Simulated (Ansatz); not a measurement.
Which way does TiO2 + SnSe2 ⇌ TiSe2 + SnO2 run?

Plane-wave DFT in Ansatz with scalar-relativistic PAW potentials, cutoff 420 eV, Γ-centred meshes chosen by cell and gap, Gaussian smearing with energies taken to zero width. Every cell was relaxed (cell and atoms) in a run of its own, within the symmetry of its start. Functional: PBEsol.

Total energies hold large constants for each element; a whole number of eV per atom of each element is taken off below, which cancels in a balanced reaction.

| compound | lowest structure computed | structures tried | V (Å³/atom) | gap on mesh (eV) | E (eV per formula unit, common shift removed) |
| --- | --- | --- | --- | --- | --- |
| TiO2 | I4_1/amd | 8 | 11.31 | 2.15 | -9.8667 |
| SnSe2 | P-3m1 | 1 | 25.89 | 0.60 | -1.2213 |
| TiSe2 | P-3m1 | 1 | 20.74 | 0.00 | -3.7429 |
| SnO2 | P4_2/mnm | 4 | 12.17 | 0.92 | -5.5338 |

Work out the reaction energy at 0 K.

ΔE = E(TiSe2) + E(SnO2) − E(TiO2) − E(SnSe2) = 1.811 eV, or 175 kJ per mole of reaction (302 meV/atom). The left side is lower: Ti takes O and Sn takes Se. Pauling's electronegativities (Ti 1.54, Sn 1.96; O 3.44, Se 2.55) would pair Ti with O, the most ionic bond; the result follows that. All four are computed as solids; where they are solids at ordinary conditions entropy changes little. A lower structure that wasn't tried would shift the value, and mixed crystals may lie lower than either side.

Each cell of SnSe2, TiSe2 holds layers, and where no dispersion correction was added their binding is poorly described.